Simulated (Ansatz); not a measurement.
# SnO: compression at zero temperature

A pressure series on SnO (-3 to 30 GPa): equation of state, axes and gap.

Method: DFT r2SCAN, scalar-relativistic, plane waves, PAW, in Ansatz 0.2.0.

## 1. The starting structure

The structure is orthorhombic, space group Cmce (No. 64). The conventional cell has a = 5.474 Å, b = 5.476 Å, c = 10.222 Å, α = 90.00°, β = 90.00°, γ = 90.00°. Around Sn (site symmetry m) lie 4 O at 2.25 to 2.26 Å. O (site symmetry 2) is surrounded by 4 Sn at 2.25 to 2.26 Å.

As a file:

```cif
data_structure
_symmetry_space_group_name_H-M 'Cmce'
_symmetry_Int_Tables_number 64
_cell_length_a 5.4738
_cell_length_b 5.4756
_cell_length_c 10.2220
_cell_angle_alpha 90.000
_cell_angle_beta 90.000
_cell_angle_gamma 90.000
_cell_volume 306.38
loop_
_atom_site_label
_atom_site_type_symbol
_atom_site_symmetry_multiplicity
_atom_site_Wyckoff_symbol
_atom_site_fract_x
_atom_site_fract_y
_atom_site_fract_z
_atom_site_occupancy
Sn1 Sn 8 f 0.50000 0.76345 0.86386 1
O1 O 8 e 0.25000 0.98806 0.25000 1
```

Source of the structure: the Materials Project (structure only).

(A quick probe on a coarse mesh, which set the mesh and smearing, is not shown.)

## 3. Relaxing cell and atoms

File input.yaml:

```yaml
crystal:
  lattice:
    - [2.736912, -2.737796, 0.0]
    - [2.736912, 2.737796, 0.0]
    - [0.0, 0.0, 10.22196]
  atoms:
    - { symbol: Sn, position: [0.736547, 0.263453, 0.863858] }
    - { symbol: Sn, position: [0.263453, 0.736547, 0.136142] }
    - { symbol: Sn, position: [0.763453, 0.236547, 0.363858] }
    - { symbol: Sn, position: [0.236547, 0.763453, 0.636142] }
    - { symbol: O, position: [0.261944, 0.238056, 0.25] }
    - { symbol: O, position: [0.738056, 0.761944, 0.75] }
    - { symbol: O, position: [0.238056, 0.261944, 0.75] }
    - { symbol: O, position: [0.761944, 0.738056, 0.25] }
basis:
  ecutwfc: 500
kpoints:
  mp_grid: { grid: [8, 8, 4] }
hamiltonian:
  xc: r2scan
scf:
  occupations: { method: gaussian, width: 0.02 }
output:
  forces: true
  stress: true
  eigenvalues: true
relax:
  adjacent_minimum: "off"
  f_tol: 0.005
  max_steps: 80
  cell: { stress_tol: 0.05 }
```

On the command line:

```console
> ansatz run input.yaml --threads 2 --pin off --max-ram 5120MiB --backend cpu --events-out ev --progress --plain --runs-dir out
```

Further runs follow: second relaxation, mesh chosen anew; band edges over the zone; -3 GPa; relaxing at 3 GPa; target pressure 8 GPa; relaxing at 15 GPa; target pressure 30 GPa.

**Question.** What will these runs give? Wanted: relaxed cell; volume; formation energy; bulk modulus B0; B0'.

As calculated:

```
                                                               quantity                                                                      value
                                            relaxed cell (conventional)  a = 3.808 Å, b = 3.808 Å, c = 4.941 Å, α = 90.00°, β = 90.00°, γ = 90.00°
                                                   space group (0.01 Å)                                                           P4/nmm (No. 129)
                                                                 volume                                                              17.91 Å³/atom
formation energy (elements from runs with the same settings, not shown)                                                              -1.36 eV/atom
                                                       volume at 30 GPa                                                12.87 Å³/atom, V/V0 = 0.719
                          bulk modulus B0 (third-order Birch-Murnaghan)                                                                     24 GPa
                                                                    B0'                                                                        9.4
                                                    gap at 0 and 30 GPa                                                      0.37 eV; none (metal)
```

What this shows: The relaxed volume is 6.5 % smaller than at the start. At 30 GPa the crystal has lost 28.1 % of its volume. A third-order Birch-Murnaghan curve fits the points with B0 = 24 GPa. The cell gives way unevenly: a -6.5 %, b -6.5 %, c -17.7 %. The gap closes between 0 and 3 GPa; that is the Kohn-Sham gap on the mesh, and since semilocal gaps are small it probably closes too early. Other structures may take over in this range; these runs cannot find them.
